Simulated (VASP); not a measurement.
# GaAs in VASP: notebook

One sheet, GaAs, is run at these levels: PBE; tasks: single point.

Program: VASP 6.6.1. These are calculated values, not measurements. Logs are shortened: lines on timing, memory, paths and dates and some standing lists are left out, and cuts for length are marked.

## 1. The undisturbed sheet

The cell holds a sheet with vacuum, 4 atoms: a = 4.027 Å, b = 4.027 Å, c = 33.498 Å, α = 90.00°, β = 90.00°, γ = 120.00°.

The cell was built by a generator and needn't be a form met in nature.

## 2. Single point, PBE (species swapped into a sheet of the GaS type)

INCAR

```
ALGO = Fast
DIPOL = 0.5 0.5 0.284
EDIFF = 1E-7
ENCUT = 520
GGA = PE
IDIPOL = 3
ISIF = 2
ISMEAR = 0
LASPH = T
LCHARG = T
LDIPOL = T
LELF = T
LREAL = F
LVACPOTAV = T
LVHAR = T
LWAVE = F
NBANDS = 26
NELM = 100
PREC = Accurate
SIGMA = 0.1
```

KPOINTS

```
k-points
0
Gamma
  12 12 1
```

POSCAR

```
GaAs
1.0
    4.0266693833     -0.0000003220      0.0000000000
   -2.0133344128      3.4871981396      0.0000000000
    0.0000000000      0.0000000000     33.4981707600
Ga As
2 2
Direct
    0.0000000000      0.0000000000      0.2408180142
    0.0000000000      0.0000000000      0.3263771361
    0.3333333333      0.6666666667      0.2203226502
    0.6666666667      0.3333333333      0.3468725001
```

Potentials or basis: VASP PAW PBE potentials, release 64 (Ga_d, As).

Command:

```
$ cat potpaw_PBE.64/Ga_d/POTCAR potpaw_PBE.64/As/POTCAR > POTCAR
$ mpirun -np 1 vasp_std > vasp.out
```

OUTCAR:

```text
EDIFF = 1E-7
   ENCUT = 520
   GGA = PE
   ISIF = 2
   ISMEAR = 0
   LASPH = T
   LREAL = F
   NELM = 100
   PREC = Accurate

 ion  position               nearest neighbor table
   1  0.000  0.000  0.241-   3 2.42   3 2.42   3 2.42   2 2.87
   2  0.000  0.000  0.326-   4 2.42   4 2.42   4 2.42   1 2.87
   3  0.333  0.667  0.220-   1 2.42   1 2.42   1 2.42
   4  0.667  0.333  0.347-   2 2.42   2 2.42   2 2.42

  LATTYP: Found a hexagonal cell.
 ALAT       =     4.0266693833
 C/A-ratio  =     8.3190765298

  Lattice vectors:

 A1 = (   4.0266693833,  -0.0000003220,   0.0000000000)
 A2 = (  -2.0133344128,   3.4871981396,   0.0000000000)
 A3 = (   0.0000000000,   0.0000000000,  33.4981707600)

Analysis of symmetry for initial positions (statically):
=====================================================================
 Subroutine PRICEL returns:
 Original cell was already a primitive cell.

 Routine SETGRP: Setting up the symmetry group for a
 hexagonal supercell.

 Subroutine GETGRP returns: Found 12 space group operations
 (whereof  6 operations were pure point group operations)
 out of a pool of 24 trial point group operations.

The static configuration has the point symmetry C_3v.
 The point group associated with its full space group is D_3d.

Analysis of symmetry for dynamics (positions and initial velocities):
=====================================================================
 Subroutine PRICEL returns:
 Original cell was already a primitive cell.

 Routine SETGRP: Setting up the symmetry group for a
 hexagonal supercell.

 Subroutine GETGRP returns: Found 12 space group operations
 (whereof  6 operations were pure point group operations)
 out of a pool of 24 trial point group operations.

The dynamic configuration has the point symmetry C_3v.
 The point group associated with its full space group is D_3d.

 Subroutine INISYM returns: Found 12 space group operations
 (whereof  6 operations are pure point group operations),
 and found     1 'primitive' translations

----------------------------------------------------------------------------------------

                                     Primitive cell

  volume of cell :     470.3744

  direct lattice vectors                    reciprocal lattice vectors
     4.026669383 -0.000000322  0.000000000     0.248344215  0.143381573  0.000000000
    -2.013334413  3.487198140  0.000000000     0.000000023  0.286763185  0.000000000
     0.000000000  0.000000000 33.498170760     0.000000000  0.000000000  0.029852376

  length of vectors
     4.026669383  4.026669383 33.498170760     0.286763185  0.286763185  0.029852376

  position of ions in fractional coordinates (direct lattice)
     0.000000000  0.000000000  0.240818014
     0.000000000  0.000000000  0.326377136
     0.333333333  0.666666667  0.220322650
     0.666666667  0.333333333  0.346872500

  ion indices of the primitive-cell ions
   primitive index   ion index
                 1           1
                 2           2
                 3           3
                 4           4

----------------------------------------------------------------------------------------

 KPOINTS: k-points

Automatic generation of k-mesh.
 Grid dimensions read from file:
 generate k-points for:   12   12    1

 Generating k-lattice:

  Cartesian coordinates                     Fractional coordinates (reciprocal lattice)
     0.020695351  0.011948464  0.000000000     0.083333333 -0.000000000  0.000000000
     0.000000002  0.023896932  0.000000000    -0.000000000  0.083333333  0.000000000
     0.000000000  0.000000000  0.029852376     0.000000000  0.000000000  1.000000000

  Length of vectors
     0.023896932  0.023896932  0.029852376

  Shift w.r.t. Gamma in fractional coordinates (k-lattice)
     0.000000000  0.000000000  0.000000000

 Subroutine IBZKPT returns following result:
 ===========================================

 Found     19 irreducible k-points:

 Following reciprocal coordinates:
            Coordinates               Weight
  0.000000  0.000000  0.000000      1.000000
  0.083333 -0.000000  0.000000      6.000000
  0.166667 -0.000000  0.000000      6.000000
  0.250000 -0.000000  0.000000      6.000000
  0.333333 -0.000000  0.000000      6.000000
  0.416667 -0.000000  0.000000      6.000000
[... 11 lines left out ...]
  0.333333  0.250000  0.000000     12.000000
  0.333333  0.333333  0.000000      2.000000
   k-points           NKPTS =     19   k-points in BZ     NKDIM =     19   number of bands    NBANDS=     26
   number of dos      NEDOS =    301   number of ions     NIONS =      4
   total plane-waves  NPLWV = 225000
   dimension x,y,z NGX =    30 NGY =   30 NGZ =  250
   dimension x,y,z NGXF=    60 NGYF=   60 NGZF=  500
   ions per type =               2   2
   NGX,Y,Z   is equivalent  to a cutoff of  12.39, 12.39, 12.41 a.u.
   NGXF,Y,Z  is equivalent  to a cutoff of  24.77, 24.77, 24.81 a.u.
 SYSTEM =  unknown system
   PREC   = accura    normal or accurate (medium, high low for compatibility)
   ISTART =      0    job   : 0-new  1-cont  2-samecut
   ICHARG =      2    charge: 1-file 2-atom 10-const
   ISPIN  =      1    spin polarized calculation?
   LNONCOLLINEAR =      F non collinear calculations
   LSORBIT =      F    spin-orbit coupling
   LASPH  =      T    aspherical Exc in radial PAW
   ENCUT  =  520.0 eV  38.22 Ry    6.18 a.u.   7.49  7.49 62.28*2*pi/ulx,y,z
   NELM   =    100;   NELMIN=  2; NELMDL= -5     # of ELM steps
   EDIFF  = 0.1E-06   stopping-criterion for ELM
   LREAL  =      F    real-space projection
   EDIFFG = 0.1E-05   stopping-criterion for IOM
   NSW    =      0    number of steps for IOM
   IBRION =     -1    ionic relax: 0-MD 1-quasi-New 2-CG
   NFREE  =      0    steps in history (QN), initial steepest desc. (CG)
   ISIF   =      2    stress and relaxation
   ISYM   =      2    0-nonsym 1-usesym 2-fastsym
   POTIM  = 0.5000    time-step for ionic-motion
   TEBEG  =    0.0;   TEEND  =   0.0 temperature during run
   PSTRESS=    0.0 pullay stress
   NELECT =      36.0000    total number of electrons
   NUPDOWN=      -1.0000    fix difference up-down
   EMIN   =  10.00;   EMAX   =-10.00  energy-range for DOS
   EFERMI =   0.00;   METHOD = LEGACY
   ISMEAR =     0;   SIGMA  =   0.10  broadening in eV -4-tet -1-fermi 0-gaus
   EFERMI_NEDOS =   21; number of points for ismear=-14 and -15
   IALGO  =     68    algorithm
   IMIX   =      4    mixing-type and parameters
     AMIX     =   0.40;   BMIX     =  1.00
     AMIX_MAG =   1.60;   BMIX_MAG =  1.00
  volume/ion in A,a.u.               =     117.59       793.56
  Fermi-wavevector in a.u.,A,eV,Ry     =   0.695069  1.313490  6.573255  0.483121
  Thomas-Fermi vector in A             =   1.777738
   LORBIT       =      0    0 simple, 1 ext, 2 COOP (PROOUT), +10 PAW based schemes
   GGA     = PE    functional components
   LHFCALC =     F    Hartree Fock is set to
   AEXX    =    0.0000 exact exchange contribution
   IVDW    =     0    specifies the selected vdW correction
   LEPSILON=     F    determine dielectric tensor
   LRPA    =     F    only Hartree local field effects (RPA)
 non-spin polarized calculation
 RMM-DIIS sequential band-by-band and
 Gauss-broadening in eV      SIGMA  =   0.10
  energy-cutoff  :      520.00
  volume of cell :      470.37
 maximum number of plane-waves:     12741
 NGX is ok and might be reduce to    30
   NGX = 15   NGY = 15   NGZ =125

 dipolmoment           0.000000      0.000000      0.000001 electrons x Angstroem

 number of electron      35.9999972 magnetization

 dipolmoment           0.000000      0.000000     -0.000001 electrons x Angstroem

 Free energy of the ion-electron system (eV)
  ---------------------------------------------------
  ext. energy  EPLUGINS =         0.00000000
  ---------------------------------------------------
  free energy    TOTEN  =       -15.07236702 eV

  energy without entropy =      -15.07009888  energy(sigma->0) =      -15.07123295

 E-fermi :  -3.7499     XC(G=0):  -2.3079

 val. band max:       -3.8433456115   @ k =   0.0833  -0.0000   0.0000
 cond. band min:      -3.7335994468   @ k =   0.0000   0.0000   0.0000
 fundamental gap:      0.1097461647
 Fermi energy:        -3.7498843013

 k-point     1 :       0.0000    0.0000    0.0000
  band No.  band energies     occupation
      1     -18.1884      2.00000
      2     -18.0688      2.00000
      3     -18.0671      2.00000
      4     -18.0671      2.00000
      5     -18.0384      2.00000
      6     -18.0384      2.00000
[... 18 lines left out ...]
     25       1.5538      0.00000
     26       1.5612      0.00000

 k-point     2 :       0.0833   -0.0000    0.0000
  band No.  band energies     occupation
      1     -18.1862      2.00000
      2     -18.0740      2.00000
      3     -18.0694      2.00000
      4     -18.0669      2.00000
      5     -18.0368      2.00000
      6     -18.0345      2.00000
[... 18 lines left out ...]
     25       1.4799      0.00000
     26       1.5919      0.00000

 k-point     3 :       0.1667   -0.0000    0.0000
  band No.  band energies     occupation
      1     -18.1804      2.00000
      2     -18.0863      2.00000
      3     -18.0750      2.00000
      4     -18.0665      2.00000
      5     -18.0327      2.00000
      6     -18.0275      2.00000
[... 427 lines left out ...]
 k-point    18 :       0.3333    0.2500    0.0000
  band No.  band energies     occupation
      1     -18.1424      2.00000
      2     -18.1243      2.00000
      3     -18.1164      2.00000
      4     -18.0576      2.00000
      5     -18.0461      2.00000
      6     -18.0011      2.00000
[... 18 lines left out ...]
     25       3.3975      0.00000
     26       3.7917      0.00000

 k-point    19 :       0.3333    0.3333    0.0000
  band No.  band energies     occupation
      1     -18.1358      2.00000
      2     -18.1238      2.00000
      3     -18.1238      2.00000
      4     -18.0524      2.00000
      5     -18.0524      2.00000
      6     -17.9956      2.00000
[... 18 lines left out ...]
     25       3.9612      0.00000
     26       4.1435      0.00000

------------------------ aborting loop because EDIFF is reached ----------------------------------------

 vacuum level on the upper side and lower side of the slab       (xc-potential included)        -0.086        -0.087

  FORCE on cell =-STRESS in cart. coord.  units (eV):
  Direction    XX          YY          ZZ          XY          YZ          ZX
  --------------------------------------------------------------------------------------
  -------------------------------------------------------------------------------------
  Total        0.1115952      0.1115952      0.0256461     -0.0000000      0.0000000      0.0000000
  in kB        0.3801127      0.3801127      0.0873552     -0.0000000      0.0000000      0.0000000
  external PRESSURE =       0.2825269 kB  Pullay stress =       0.0000000 kB

 VOLUME and BASIS-vectors are now :
 -----------------------------------------------------------------------------
  energy-cutoff  :      520.00
  volume of cell :      470.37
      direct lattice vectors                 reciprocal lattice vectors
     4.026669383 -0.000000322  0.000000000     0.248344215  0.143381573  0.000000000
    -2.013334413  3.487198140  0.000000000     0.000000023  0.286763185  0.000000000
     0.000000000  0.000000000 33.498170760     0.000000000  0.000000000  0.029852376

 POSITION                                       TOTAL-FORCE (eV/Angst)
 -----------------------------------------------------------------------------------
      0.00000      0.00000      8.06696        -0.000000      0.000000      0.014644
      0.00000      0.00000     10.93304        -0.000000     -0.000000     -0.014644
      0.00000      2.32480      7.38041         0.000000      0.000000     -0.017034
      2.01333      1.16240     11.61959         0.000000     -0.000000      0.017034
 -----------------------------------------------------------------------------------
    total drift:                                0.000000      0.000000     -0.000286

  FREE ENERGIE OF THE ION-ELECTRON SYSTEM (eV)
  ---------------------------------------------------
  free  energy   TOTEN  =       -15.0723670152 eV

  energy  without entropy=      -15.0700988822  energy(sigma->0) =      -15.07123295

 vacuum level on the upper side and lower side of the slab         1.697         1.697
```

Run time: 4.1 min. Hardware: 1 thread of Intel Xeon 6975P-C (Granite Rapids), shared host; peak memory 0.61 GiB.

Results:

| Quantity | Value |
| --- | --- |
| Free energy | -15.0724 eV |
| Largest force | 0.017 eV/Å |
| Band gap on the k mesh | none (metal or under the smearing width) |
| Work function of the upper face | 5.45 eV |
| Work function of the lower face | 5.45 eV |

Forces in eV/Å, atoms in the order of the input:
```
Ga   0.000  0.000  0.015
Ga   0.000  0.000 -0.015
As   0.000  0.000 -0.017
As   0.000  0.000  0.017
```

## 3. Single point, PBE (species swapped into a sheet of the GaS type)

INCAR

```
SYSTEM = GaAs
PREC = Accurate
ENCUT = 520
EDIFF = 1E-6
ISMEAR = 0
SIGMA = 0.1
LREAL = .False.
LASPH = .True.
NELM = 100
ALGO = Fast
ISIF = 2
LWAVE = .False.
LCHARG = .True.
LDIPOL = .True.
IDIPOL = 3
DIPOL = 0.5 0.5 0.284
GGA = PE
LELF = .True.
LVHAR = .True.
LVACPOTAV = .True.
NBANDS = 26
```

KPOINTS

```
regular mesh
0
Gamma
  12 12 1
  0 0 0
```

POSCAR

```
GaAs
1.0
    4.0128234031     -0.0000003209      0.0000000000
   -2.0064114236      3.4752071684      0.0000000000
    0.0000000000      0.0000000000     33.4981707600
Ga As
2 2
Direct
    0.0000000000      0.0000000000      0.2414747086
    0.0000000000      0.0000000000      0.3257204417
    0.3333333333      0.6666666667      0.2195733887
    0.6666666667      0.3333333333      0.3476217616
```

Potentials or basis: VASP PAW PBE potentials, release 64 (Ga_d, As).

Command:

```
$ cat potpaw_PBE.64/Ga_d/POTCAR potpaw_PBE.64/As/POTCAR > POTCAR
$ mpirun -np 1 vasp_std > vasp.out
```

Wall time 3.6 min (1 thread of Intel Xeon 6975P-C (Granite Rapids), shared host); peak memory 0.61 GiB.

The run converged. Its results:

* Free energy: -15.0664 eV
* Largest force: 0.123 eV/Å
* Band gap on the k mesh: none (metal or under the smearing width)
* Work function of the upper face: 5.34 eV
* Work function of the lower face: 5.34 eV

Forces on the atoms (eV/Å):
```
Ga   0.000  0.000 -0.123
Ga   0.000  0.000  0.123
As   0.000  0.000  0.123
As   0.000  0.000 -0.123
```

Levels at points of the mesh, in eV from the Fermi level:
```
           k point  band 15  band 16  band 17  band 18  band 19  band 20  band 21  band 22
(0.00, 0.00, 0.00)    -0.12    -0.12     0.02     0.02     1.11     1.49     3.03     4.64
(0.50, 0.00, 0.00)    -1.61    -1.31    -1.28    -1.01     0.62     2.52     2.68     3.71
```
